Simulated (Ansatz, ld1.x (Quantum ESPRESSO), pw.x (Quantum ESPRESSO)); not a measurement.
# Mg (Z = 12): does the ultrasoft potential hold in the solid?

```json
{"Element": "magnesium (Mg)", "Generator": "ld1.x (Quantum ESPRESSO) 7.5", "Type": "ultrasoft", "Functional": "PBE", "Relativity": "scalar-relativistic", "Frozen core": "[Ne]", "Valence charge": "2", "Reference configuration": "3s1 3p0 (charge +1)", "Partial waves": "3s (bound): rcut 1.90, rcutus 2.60 bohr; 3s channel at -0.45 Ry: rcut 1.90, rcutus 2.60 bohr; 3p (bound, empty): rcut 2.00, rcutus 2.55 bohr; 3p channel at 4.8 Ry: rcut 2.00, rcutus 2.55 bohr; 3d channel at 0.4 Ry: rcut 2.35, rcutus 2.90 bohr; 3d channel at 0.75 Ry: rcut 2.35, rcutus 2.90 bohr", "Local potential": "all-electron potential smoothed inside 2.00 bohr (lloc = -2)", "Core correction": "none", "Augmentation charge": "PSQ, inside the norm-conserving radii"}
```

Atomic tests: cutoffs needed: 6 Ry and 6 Ry (the cutoffs (Ry, on a coarse ladder) from which the occupation-weighted sum of valence levels, in a spherical-Bessel basis at the reference potential, stays within 10 and 1 mRy of its value at 400 Ry); ghost test: no extra level below or beside the all-electron valence levels (s, p, d, f tested) (spherical-Bessel basis up to 400 Ry, 20 bohr box); largest excitation error: +69 meV (all-electron minus pseudo) for 3s0 3p1, out of 5 test configurations.

Crystal test: fcc Mg in pw.x 7.5, no spin, 13³ k-points, Fermi–Dirac smearing 0.01 Ry, cutoffs 40/320 Ry. The reference is all-electron LAPW (Ansatz 0.2.0) with the same functional, mesh and smearing; V0 and B0 come from Birch–Murnaghan fits to the pressures at five volumes. Errors are pseudo minus all-electron; Δ is the rms difference of the E(V) curves that follow from these fits, minima aligned, over ±6 % about the mean V0. Mesh and smearing are coarse, so the numbers serve the comparison and aren't converged zero-temperature values; the lattice is a test structure that the element need not adopt.

All-electron: a0 = 4.524 Å (V0 = 23.15 Å³/atom), B0 = 35.0 GPa.

Task: How far does the potential miss the all-electron equation of state?

Result: mean pressure error (GPa): +0.41; a0 (Å): 4.542; a0 error (%): +0.39; B0 error (%): -3.5; Δ (meV/atom): 2.0.

```csv
V (Å³/atom),P all-electron (GPa),P pseudo (GPa)
22.038,1.91,2.34
22.618,0.86,1.27
23.198,-0.07,0.34
23.778,-0.88,-0.49
24.358,-1.60,-1.22
```

Task: At the middle volume, how do free energy and pressure move when the wave cutoff is lowered (ecutrho held at 320 Ry)?

Result:

| cutoff (Ry) | shift of F (meV/atom) | shift of P (GPa) |
| --- | --- | --- |
| 18 | +1.4 | +0.01 |
| 24 | +0.9 | +0.02 |
| 32 | +0.5 | +0.00 |

The run at the middle volume (84 k-points, 7 iterations) took about 6.7 s on one core of a shared host (Neoverse-V1, 32 threads, 247 GiB, load 25).
